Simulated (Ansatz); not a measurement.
# HfO2: input, output and frames of a trajectory

Level of theory: DFT PBEsol, scalar-relativistic, plane waves, PAW in Ansatz 0.2.0. The runs took a 420 eV cutoff, a shifted (0.5, 0.5, 0.5 steps) 2×2×2 mesh and Fermi–Dirac smearing (0.22 eV). The mesh is coarse. Spin–orbit coupling is left out, which can shift energies with elements as heavy as these. No spin polarisation.

18 atoms, starting at 1.10 times the perfect crystal's volume (space group P4_2/mnm, the cell as given, not relaxed at this level); Langevin thermostat at 2600 K (friction 0.02 fs⁻¹), fixed cell; 26 steps of 2 fs. The run is short and not equilibrated.

The calculation finished and met its thresholds.

It took 4 min on 4 threads of Arm Neoverse N1, on a shared host, peak memory 0.97 GiB.

Command:
```bash
ansatz run input.yaml --threads 4 --pin off --max-ram 5120MiB --backend cpu --events-out ev --progress --plain --runs-dir out
```

Input:
```yaml
crystal:
  lattice:
    - [0.0, -4.9689143907, 3.3088865895]
    - [-4.9689143907, 0.0, 3.3088865895]
    - [-4.9689143907, -4.9689143907, -3.3088865895]
  atoms:
    - { symbol: Hf, position: [0.3333333333, 0.3333333333, 0.6666666667] }
    - { symbol: Hf, position: [0.6666666667, 0.6666666667, 0.3333333333] }
    - { symbol: Hf, position: [0.0, 0.0, 0.0] }
    - { symbol: Hf, position: [0.3333333333, 0.3333333333, 0.1666666667] }
    - { symbol: Hf, position: [0.6666666667, 0.6666666667, 0.8333333333] }
    - { symbol: Hf, position: [1.0, 1.0, 0.5] }
    - { symbol: O, position: [0.0282884533, 0.6383782133, 0.1666666667] }
    - { symbol: O, position: [0.3616217867, 0.9717115467, 0.8333333333] }
    - { symbol: O, position: [0.69495512, 0.30504488, 0.5] }
    - { symbol: O, position: [0.2316517067, 0.2316517067, 0.4633034133] }
    - { symbol: O, position: [0.56498504, 0.56498504, 0.12997008] }
    - { symbol: O, position: [0.8983183733, 0.8983183733, 0.7966367467] }
    - { symbol: O, position: [0.1016816267, 0.1016816267, 0.2033632533] }
    - { symbol: O, position: [0.43501496, 0.43501496, 0.87002992] }
    - { symbol: O, position: [0.7683482933, 0.7683482933, 0.5366965867] }
    - { symbol: O, position: [0.6383782133, 0.0282884533, 0.1666666667] }
    - { symbol: O, position: [0.9717115467, 0.3616217867, 0.8333333333] }
    - { symbol: O, position: [0.30504488, 0.69495512, 0.5] }
basis:
  ecutwfc: 420
kpoints:
  mp_grid: { grid: [2, 2, 2], shift: [0.5, 0.5, 0.5] }
hamiltonian:
  xc: pbesol
scf:
  occupations: { method: fermi_dirac, width: 0.2241 }
  lower_state_search: "off"
  convergence: { dr2_threshold: 1.0e-07 }
output:
  forces: true
  stress: true
md:
  timestep: 2.0
  n_steps: 26
  ensemble: nvt_langevin
  temperature: 2600.0
  initial_velocities: maxwell_boltzmann
  seed: 9285
  friction: 0.02
```

Output (its end):
```
...
SCF converged after 9 iterations
Free energy (F): -100345.006544 eV
Harris-Foulkes:  -100345.006544 eV  (|F-HF|=2.15e-9)
Internal energy: -100345.001803 eV  (E = F + TS)
E sigma→0 (E₀):  -100345.004173 eV
Entropy (-TS):   -0.004742 eV (-0.263 meV/atom)
Fermi energy:    12.841502 eV
--- Per-component energies (eV) ---
  E_band       = -732.828482
  E_kinetic    = 4590.368940
  E_local      = -40627.100074  (includes V_loc(G=0)·N_el)
  E_nonlocal   = -6846.257378
  E_hartree    = 18370.305235
  E_xc         = -2646.470136
  E_vxc        = -2699.295161  (∫ρ·V_xc dr)
  E_paw        = -42664.236426  (= ΣΔE_a)
  E_vpaw       = 8108.813820  (= ΣTr[D̂ρ^β])
  E_aug_tail   = 0.029300  (compensation charges beyond the density's cutoff)
  E_ewald      = -30529.571270
  E_core_change = 7.930004  (= ΣΔE_core)
  E_smearing   = -0.004742  (= −TS)
  E_closure    = 0.000000  (closes the sum)
  Σ components = -100345.006544   (vs F -100345.006544, Δ=0.00e0)
--- Forces (eV/Å), atoms counted from 1 ---
  atom   1  Hf    -1.68074853    -2.21324602     1.78307375
  atom   2  Hf    -0.53026888    -0.04311681     0.13296217
  atom   3  Hf    -1.94705521     2.91691467     2.35700556
  atom   4  Hf     2.18141346    -0.01823678    -2.88325480
  atom   5  Hf     1.19047065    -1.65006528     1.74919760
  atom   6  Hf    -2.00978019     2.27505677    -1.86631001
  atom   7  O     -0.20670373    -0.52672049    -2.27884540
  atom   8  O     -1.67800192     2.87955891     0.18132273
  atom   9  O      1.49507738     1.96026022    -0.02367999
  atom  10  O     -1.28839635    -1.53326610    -0.12766731
  atom  11  O     -0.84882369    -0.03392728     1.18972227
  atom  12  O      0.50346107     0.67579309     1.46077314
  atom  13  O      1.53269894    -1.29666295    -1.58871847
  atom  14  O      0.62253375     0.71867728     0.47696037
  atom  15  O     -1.87757822    -0.85159776     0.03172212
  atom  16  O      0.97672930    -1.04082165    -0.55501496
  atom  17  O      0.89048750    -0.38455456     0.30175692
  atom  18  O      2.67449140    -1.83402510    -0.34100560
  max |Σ_I F_I| component: 2.02e-5 eV/Å
--- Stress (GPa, compression-positive) ---
       -8.797932      -0.429663      -0.891600
       -0.429663     -11.834023      -0.201751
       -0.891600      -0.201751     -12.060527
  P = ⅓ Tr σ = -10.8975 GPa (-108.975 kbar)
--- MD trajectory: 26 steps, t = 0.0 → 52.0 fs ---
  final state: T = 2087.4 K   F+E_penalty+E_count = -100345.00654415 eV   E_kin = 4.856720 eV
```

Frames along the run (Å, eV/Å; dE is the potential energy from the first frame):

```xyz
18
Lattice="0.000 -4.969 3.309 -4.969 0.000 3.309 -4.969 -4.969 -3.309" Properties=species:S:1:pos:R:3:forces:R:3 pbc="T T T" time_fs=0.00 dE_eV=0.0000 T_K=2456
Hf   -4.969   -4.969    0.000    0.000    0.000    0.000
Hf   -4.969   -4.969    3.309    0.000    0.000    0.000
Hf    0.000    0.000    0.000    0.000    0.000    0.000
Hf   -2.484   -2.484    1.654    0.000    0.000    0.000
Hf   -7.453   -7.453    1.654    0.000    0.000    0.000
Hf   -7.453   -7.453    4.963    0.000    0.000    0.000
O    -4.000   -0.969    1.654   -0.177    0.177    0.000
O    -8.969   -5.938    1.654   -0.177    0.177    0.000
O    -4.000   -5.938    1.654   -0.177    0.177    0.000
O    -3.453   -3.453    0.000    0.176    0.176   -0.001
O    -3.453   -3.453    3.309    0.176    0.176   -0.001
O    -8.422   -8.422    3.309    0.176    0.176   -0.001
O    -1.516   -1.516    0.000   -0.176   -0.176    0.001
O    -6.485   -6.485    0.000   -0.176   -0.176    0.001
O    -6.485   -6.485    3.309   -0.176   -0.176    0.001
O    -0.969   -4.000    1.654    0.177   -0.177    0.000
O    -5.938   -8.969    1.654    0.177   -0.177    0.000
O    -5.938   -4.000    1.654    0.177   -0.177    0.000
18
Lattice="0.000 -4.969 3.309 -4.969 0.000 3.309 -4.969 -4.969 -3.309" Properties=species:S:1:pos:R:3:forces:R:3 pbc="T T T" time_fs=4.00 dE_eV=0.2285 T_K=2095
Hf   -4.969   -4.930   -0.019   -0.247   -0.422   -0.001
Hf   -4.962   -4.960    3.301   -0.054   -0.064   -0.009
Hf   -0.007   -0.037    0.007    0.147    0.653    0.263
Hf   -2.484   -2.491    1.672    0.245    0.030    0.170
Hf   -7.457   -7.446    1.661   -0.011   -0.248    0.265
Hf   -7.459   -7.451    4.964   -0.327   -0.139   -0.429
O    -4.017   -0.950    1.719   -0.211   -0.305   -0.608
O    -9.012   -5.955    1.703    0.031    0.113   -0.710
O    -3.985   -5.952    1.608   -0.522    0.394    0.593
O    -3.460   -3.522   -0.051    0.449    0.840    0.416
O    -3.406   -3.529    3.372   -0.216    0.278   -0.737
O    -8.423   -8.421    3.265   -0.061   -0.096    0.462
O    -1.555   -1.487   -0.005   -0.271   -0.407    0.080
O    -6.531   -6.504   -0.024   -0.170   -0.126    0.032
O    -6.507   -6.530    3.328    0.475    0.459   -0.106
O    -0.933   -3.916    1.623    0.030   -0.730   -0.072
O    -5.959   -8.999    1.673    0.219    0.098   -0.217
O    -5.956   -4.002    1.627    0.492   -0.329    0.608
18
Lattice="0.000 -4.969 3.309 -4.969 0.000 3.309 -4.969 -4.969 -3.309" Properties=species:S:1:pos:R:3:forces:R:3 pbc="T T T" time_fs=10.00 dE_eV=0.9547 T_K=1939
Hf   -4.962   -4.868   -0.055   -0.657   -1.056    0.547
Hf   -4.959   -4.943    3.284   -0.184   -0.211   -0.013
Hf   -0.020   -0.090    0.018    0.224    1.563    0.574
Hf   -2.495   -2.493    1.705    0.734   -0.078    0.096
Hf   -7.465   -7.433    1.662   -0.066   -0.609    1.061
Hf   -7.465   -7.446    4.967   -0.811   -0.267   -0.896
O    -4.067   -0.908    1.758    0.337   -1.188   -1.210
O    -9.068   -5.994    1.740    0.225    0.093   -1.288
O    -4.004   -5.981    1.557   -0.715    0.726    1.011
O    -3.483   -3.554   -0.106    0.869    1.283    0.921
O    -3.340   -3.621    3.429   -0.512    0.589   -1.490
O    -8.419   -8.425    3.267   -0.263   -0.364    0.383
O    -1.595   -1.445   -0.054   -0.365   -0.618    0.666
O    -6.591   -6.521   -0.040   -0.247   -0.035   -0.035
O    -6.545   -6.578    3.379    1.180    1.160   -0.831
O    -0.867   -3.819    1.573   -0.649   -0.871   -0.128
O    -5.975   -9.007    1.682    0.151    0.281   -0.429
O    -5.973   -4.015    1.604    0.748   -0.398    1.061
18
Lattice="0.000 -4.969 3.309 -4.969 0.000 3.309 -4.969 -4.969 -3.309" Properties=species:S:1:pos:R:3:forces:R:3 pbc="T T T" time_fs=14.00 dE_eV=1.4292 T_K=1769
Hf   -4.956   -4.835   -0.081   -1.072   -1.518    1.079
Hf   -4.958   -4.926    3.268   -0.203   -0.462    0.047
Hf   -0.029   -0.123    0.027    0.340    1.851    0.340
Hf   -2.510   -2.491    1.725    0.967   -0.097    0.063
Hf   -7.468   -7.424    1.660   -0.049   -0.871    1.636
Hf   -7.476   -7.447    4.973   -0.909   -0.284   -1.316
O    -4.096   -0.898    1.735    0.590   -1.475   -0.940
O    -9.101   -6.021    1.721    0.218    0.211   -1.165
O    -4.013   -6.015    1.535   -0.850    1.114    0.892
O    -3.524   -3.534   -0.142    1.230    1.273    1.288
O    -3.304   -3.663    3.447   -0.509    0.873   -1.847
O    -8.409   -8.440    3.292   -0.447   -0.509    0.058
O    -1.630   -1.415   -0.105   -0.140   -0.553    1.215
O    -6.619   -6.515   -0.027   -0.339   -0.093   -0.346
O    -6.552   -6.617    3.398    1.362    1.498   -1.315
O    -0.832   -3.773    1.519   -1.152   -0.697   -0.012
O    -5.983   -8.998    1.677    0.211    0.139   -0.546
O    -5.957   -4.024    1.621    0.751   -0.401    0.869
18
Lattice="0.000 -4.969 3.309 -4.969 0.000 3.309 -4.969 -4.969 -3.309" Properties=species:S:1:pos:R:3:forces:R:3 pbc="T T T" time_fs=18.00 dE_eV=1.8529 T_K=1850
Hf   -4.953   -4.802   -0.105   -1.288   -1.865    1.597
Hf   -4.957   -4.912    3.259   -0.220   -0.922   -0.030
Hf   -0.037   -0.157    0.032    0.287    1.956   -0.134
Hf   -2.531   -2.494    1.749    1.052   -0.145   -0.194
Hf   -7.468   -7.416    1.663    0.040   -1.063    2.071
Hf   -7.486   -7.448    4.978   -0.826   -0.222   -1.698
O    -4.118   -0.903    1.704    0.757   -1.584   -0.357
O    -9.118   -6.026    1.688    0.263    0.156   -0.838
O    -4.033   -6.069    1.559   -0.927    1.646    0.415
O    -3.572   -3.488   -0.189    1.360    0.843    1.787
O    -3.276   -3.694    3.442   -0.366    1.206   -1.863
O    -8.400   -8.449    3.321   -0.579   -0.620   -0.451
O    -1.671   -1.406   -0.136    0.426   -0.183    1.722
O    -6.639   -6.521   -0.025   -0.323   -0.015   -0.456
O    -6.532   -6.637    3.415    1.138    1.588   -1.761
O    -0.808   -3.758    1.460   -1.574   -0.372    0.321
O    -5.976   -8.977    1.678    0.102   -0.051   -0.726
O    -5.937   -4.035    1.626    0.678   -0.354    0.596
18
Lattice="0.000 -4.969 3.309 -4.969 0.000 3.309 -4.969 -4.969 -3.309" Properties=species:S:1:pos:R:3:forces:R:3 pbc="T T T" time_fs=24.00 dE_eV=2.4373 T_K=1710
Hf   -4.951   -4.744   -0.120   -1.416   -2.455    2.028
Hf   -4.951   -4.900    3.256   -0.165   -1.550   -0.101
Hf   -0.048   -0.206    0.040   -0.119    2.255   -1.328
Hf   -2.558   -2.486    1.787    0.760   -0.515   -1.086
Hf   -7.458   -7.394    1.659    0.206   -1.317    2.516
Hf   -7.501   -7.459    4.977   -0.399    0.671   -2.037
O    -4.110   -0.957    1.667    0.480   -1.171    0.465
O    -9.105   -6.012    1.594    0.374   -0.086    0.419
O    -4.118   -6.129    1.612   -0.328    1.826   -0.219
O    -3.623   -3.425   -0.245    1.421    0.254    2.321
O    -3.246   -3.722    3.408   -0.219    1.508   -1.461
O    -8.372   -8.415    3.362   -0.700   -0.801   -1.117
O    -1.727   -1.336   -0.132    0.758   -0.414    1.498
O    -6.688   -6.539   -0.052    0.337    0.616    0.091
O    -6.498   -6.630    3.413    0.557    1.461   -1.710
O    -0.785   -3.748    1.406   -1.747   -0.082    0.645
O    -5.950   -8.940    1.688   -0.220   -0.201   -1.083
O    -5.919   -4.051    1.629    0.422    0.003    0.159
18
Lattice="0.000 -4.969 3.309 -4.969 0.000 3.309 -4.969 -4.969 -3.309" Properties=species:S:1:pos:R:3:forces:R:3 pbc="T T T" time_fs=28.00 dE_eV=2.8614 T_K=1390
Hf   -4.946   -4.709   -0.118   -1.188   -2.740    2.293
Hf   -4.948   -4.888    3.255   -0.086   -1.879   -0.161
Hf   -0.052   -0.228    0.038   -0.489    2.528   -1.908
Hf   -2.569   -2.476    1.810    0.775   -0.638   -1.492
Hf   -7.449   -7.378    1.660    0.436   -1.375    2.597
Hf   -7.506   -7.464    4.978   -0.205    1.335   -2.201
O    -4.098   -1.001    1.649    0.138   -0.706    0.754
O    -9.092   -6.020    1.530    0.538   -0.209    1.230
O    -4.219   -6.136    1.606    0.596    1.564   -0.414
O    -3.643   -3.356   -0.265    1.123   -0.346    2.702
O    -3.236   -3.732    3.368   -0.162    1.584   -1.076
O    -8.345   -8.387    3.374   -0.828   -0.967   -1.310
O    -1.759   -1.278   -0.119    0.814   -0.700    1.094
O    -6.691   -6.537   -0.047    0.478    0.798    0.141
O    -6.492   -6.623    3.400    0.325    1.486   -1.480
O    -0.780   -3.736    1.388   -1.678   -0.061    0.683
O    -5.916   -8.916    1.699   -0.601   -0.231   -1.471
O    -5.908   -4.066    1.627    0.015    0.556    0.018
18
Lattice="0.000 -4.969 3.309 -4.969 0.000 3.309 -4.969 -4.969 -3.309" Properties=species:S:1:pos:R:3:forces:R:3 pbc="T T T" time_fs=34.00 dE_eV=3.5271 T_K=1661
Hf   -4.929   -4.653   -0.110   -1.519   -3.243    2.352
Hf   -4.952   -4.874    3.264    0.280   -1.738    0.113
Hf   -0.051   -0.256    0.034   -1.312    3.265   -3.007
Hf   -2.584   -2.461    1.832    1.155   -1.055   -2.250
Hf   -7.431   -7.355    1.663    0.643   -1.540    2.013
Hf   -7.507   -7.462    4.978   -0.409    1.496   -2.145
O    -4.047   -1.091    1.639   -1.373    0.722    0.761
O    -9.106   -6.050    1.443    1.307   -0.642    2.763
O    -4.384   -6.121    1.563    1.789    1.100   -0.352
O    -3.643   -3.284   -0.218    1.283   -0.375    2.123
O    -3.234   -3.689    3.314   -0.922    0.682   -0.179
O    -8.329   -8.389    3.345   -0.631   -0.636   -0.518
O    -1.826   -1.164   -0.032    0.807   -1.612   -0.175
O    -6.702   -6.549   -0.054    0.969    1.428    0.862
O    -6.485   -6.629    3.392    0.071    1.597   -0.859
O    -0.817   -3.757    1.426   -0.954   -0.526    0.003
O    -5.903   -8.900    1.705   -0.614   -0.201   -1.544
O    -5.907   -4.068    1.637   -0.571    1.280    0.038
18
Lattice="0.000 -4.969 3.309 -4.969 0.000 3.309 -4.969 -4.969 -3.309" Properties=species:S:1:pos:R:3:forces:R:3 pbc="T T T" time_fs=38.00 dE_eV=4.0048 T_K=1575
Hf   -4.913   -4.617   -0.104   -2.659   -3.983    2.103
Hf   -4.954   -4.870    3.280    0.263   -1.334    0.153
Hf   -0.052   -0.269    0.028   -1.549    3.309   -2.822
Hf   -2.597   -2.453    1.841    1.710   -1.580   -2.822
Hf   -7.415   -7.337    1.661    0.809   -1.655    1.506
Hf   -7.506   -7.463    4.975   -0.578    1.249   -2.101
O    -4.005   -1.117    1.648   -2.740    1.811    0.564
O    -9.111   -6.094    1.419    1.266   -0.349    2.805
O    -4.459   -6.091    1.535    2.183    0.806   -0.191
O    -3.640   -3.285   -0.163    2.262    0.639    1.123
O    -3.260   -3.658    3.274   -1.295    0.076    0.598
O    -8.325   -8.417    3.291   -0.346   -0.138    0.306
O    -1.873   -1.111    0.028    1.064   -1.961   -0.966
O    -6.703   -6.549   -0.079    1.259    1.757    1.699
O    -6.455   -6.621    3.392   -0.384    1.384   -0.371
O    -0.872   -3.767    1.464   -0.243   -1.055   -0.590
O    -5.907   -8.884    1.688   -0.207   -0.350   -1.244
O    -5.901   -4.027    1.640   -0.815    1.377    0.250
18
Lattice="0.000 -4.969 3.309 -4.969 0.000 3.309 -4.969 -4.969 -3.309" Properties=species:S:1:pos:R:3:forces:R:3 pbc="T T T" time_fs=42.00 dE_eV=4.3787 T_K=1789
Hf   -4.897   -4.587   -0.099   -3.120   -3.969    1.987
Hf   -4.958   -4.876    3.292    0.097   -0.842    0.173
Hf   -0.056   -0.281    0.018   -1.297    2.820   -1.791
Hf   -2.605   -2.444    1.851    2.302   -1.848   -3.381
Hf   -7.402   -7.324    1.655    0.923   -1.704    1.238
Hf   -7.510   -7.466    4.968   -0.534    1.168   -2.195
O    -3.987   -1.125    1.676   -3.839    2.615    0.283
O    -9.085   -6.151    1.427    0.339    0.689    1.940
O    -4.492   -6.074    1.506    2.115    0.980    0.010
O    -3.600   -3.274   -0.121    2.047    0.640    0.606
O    -3.267   -3.637    3.237   -1.859   -0.624    1.372
O    -8.331   -8.454    3.235   -0.100    0.289    0.943
O    -1.913   -1.077    0.099    1.458   -1.986   -1.586
O    -6.711   -6.533   -0.092    1.590    1.986    2.249
O    -6.426   -6.589    3.386   -0.757    1.033   -0.060
O    -0.945   -3.780    1.504    0.653   -1.614   -1.089
O    -5.915   -8.878    1.682    0.334   -0.511   -0.917
O    -5.933   -3.959    1.657   -0.352    0.879    0.220
18
Lattice="0.000 -4.969 3.309 -4.969 0.000 3.309 -4.969 -4.969 -3.309" Properties=species:S:1:pos:R:3:forces:R:3 pbc="T T T" time_fs=48.00 dE_eV=4.3559 T_K=1896
Hf   -4.892   -4.551   -0.089   -2.236   -2.665    1.825
Hf   -4.966   -4.893    3.311   -0.309   -0.353    0.229
Hf   -0.055   -0.301    0.000   -1.361    2.456    0.322
Hf   -2.604   -2.428    1.862    2.335   -0.311   -3.433
Hf   -7.380   -7.311    1.634    0.979   -1.671    1.535
Hf   -7.511   -7.471    4.942   -1.018    1.660   -2.089
O    -4.066   -1.051    1.740   -2.276    1.095   -0.780
O    -9.065   -6.262    1.471   -1.065    2.239    0.743
O    -4.518   -6.059    1.477    1.713    1.713   -0.003
O    -3.489   -3.224   -0.061   -0.258   -0.954    0.271
O    -3.313   -3.593    3.205   -1.831   -0.929    1.769
O    -8.347   -8.488    3.181    0.239    0.586    1.428
O    -1.947   -1.058    0.169    1.689   -1.635   -1.805
O    -6.730   -6.446   -0.055    1.265    1.430    1.139
O    -6.392   -6.478    3.355   -1.355    0.009    0.122
O    -1.051   -3.810    1.518    1.199   -1.543   -1.006
O    -5.910   -8.888    1.645    0.928   -0.501   -0.049
O    -6.029   -3.824    1.699    1.362   -0.625   -0.218
18
Lattice="0.000 -4.969 3.309 -4.969 0.000 3.309 -4.969 -4.969 -3.309" Properties=species:S:1:pos:R:3:forces:R:3 pbc="T T T" time_fs=52.00 dE_eV=4.5597 T_K=2087
Hf   -4.896   -4.539   -0.080   -1.681   -2.213    1.783
Hf   -4.967   -4.906    3.330   -0.530   -0.043    0.133
Hf   -0.057   -0.319   -0.013   -1.947    2.917    2.357
Hf   -2.597   -2.421    1.863    2.181   -0.018   -2.883
Hf   -7.367   -7.302    1.617    1.190   -1.650    1.749
Hf   -7.515   -7.474    4.918   -2.010    2.275   -1.866
O    -4.163   -1.009    1.772   -0.207   -0.527   -2.279
O    -9.047   -6.315    1.509   -1.678    2.880    0.181
O    -4.519   -6.045    1.469    1.495    1.960   -0.024
O    -3.430   -3.200   -0.014   -1.288   -1.533   -0.128
O    -3.367   -3.592    3.217   -0.849   -0.034    1.190
O    -8.355   -8.501    3.166    0.503    0.676    1.461
O    -1.944   -1.082    0.204    1.533   -1.297   -1.589
O    -6.708   -6.376   -0.048    0.623    0.719    0.477
O    -6.384   -6.402    3.342   -1.878   -0.852    0.032
O    -1.085   -3.846    1.514    0.977   -1.041   -0.555
O    -5.878   -8.883    1.622    0.890   -0.385    0.302
O    -6.074   -3.736    1.714    2.674   -1.834   -0.341
```